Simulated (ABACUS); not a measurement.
The system is GaP.

```
CELL_PARAMETERS angstrom
0.00000 2.72525 2.72525
2.72525 0.00000 2.72525
2.72525 2.72525 0.00000
ATOMIC_POSITIONS crystal
Ga 0.00000 0.00000 0.00000
P 0.75000 0.75000 0.75000
```

Base run:

* Program: ABACUS 3.10.1
* Functional: SCAN
* Potentials or basis: SG15 ONCV 1.2 PBE
* Cutoff: 1279 eV
* Density cutoff: 5116 eV
* Basis: plane waves
* k mesh: 5 × 5 × 5
* Occupations: fermi-dirac, width 0.05 eV
* Spin: no spin polarisation

Its results: band gap on the k mesh 1.78 eV, indirect (least direct gap 1.88 eV); pressure -1.7 GPa.

**Question.** The run is repeated on the same cell with these changes: functional from SCAN to M06-L. What comes out?

**Answer.** Band gap on the k mesh 1.75 eV, indirect (least direct gap 2.05 eV); pressure -0.1 GPa.

Caveats: the potentials were made for another functional, which shifts forces and pressure; an odd mesh through Γ misses points on the zone boundary, where band edges often lie.
